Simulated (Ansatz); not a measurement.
# KBr under changes of volume

One of the cells (35.937 Å³/atom); the others are scaled copies at fixed shape and fractional positions:

```
Br K
1.0
     0.00000    3.30000    3.30000
     3.30000    0.00000    3.30000
     3.30000    3.30000    0.00000
Br K
1 1
Direct
  0.50000 0.50000 0.50000
  0.00000 0.00000 0.00000
```

* Program: Ansatz 0.2.0
* Functional: PBE
* Potentials or basis: all-electron LAPW, scalar-relativistic
* Cutoff: 139 eV (chosen from the basis error)
* Basis error allowed: 0.0005 eV/atom
* k mesh: 7 × 7 × 7
* Occupations: fermi-dirac, width 0.05 eV
* Spin: no spin polarisation

| volume (Å³/atom) | energy over the lowest point (meV/atom) | pressure (GPa) | gap on the mesh (eV) |
| --- | --- | --- | --- |
| 33.781 | 20.84 | 1.9 | 4.61 |
| 34.500 | ? | ? | ? |
| 35.218 | 7.60 | 1.1 | 4.49 |
| 35.937 | 3.61 | 0.7 | 4.44 |
| 36.656 | 1.13 | 0.4 | 4.38 |
| 37.374 | 0.00 | 0.1 | 4.33 |
| 38.093 | 0.08 | -0.1 | 4.28 |

Question: What does the run at 34.500 Å³/atom give?

Answer: Energy over the lowest point 13.28 meV/atom; pressure 1.5 GPa; gap on the mesh 4.55 eV.

Worked out: A Birch-Murnaghan fit of order 3 (a polynomial in V^(-2/3)) to the other rows has its minimum at 37.68 Å³/atom with B0 = V·E''(V) = 13.5 GPa and B' = 4.8. It gives 13.27 meV/atom at 34.500 Å³/atom, against the run's 13.28, and -dE/dV = 1.5 GPa, against 1.5. A straight line through the other rows of the gap, of slope -2.75 eV per unit of ln V (its deformation potential), gives 4.55 eV, against the run's 4.55.

Energies are extrapolated to zero smearing.

Caveats: an odd mesh through Γ misses points on the zone boundary, where band edges often lie (some runs). Spin-orbit coupling on Br is left out.
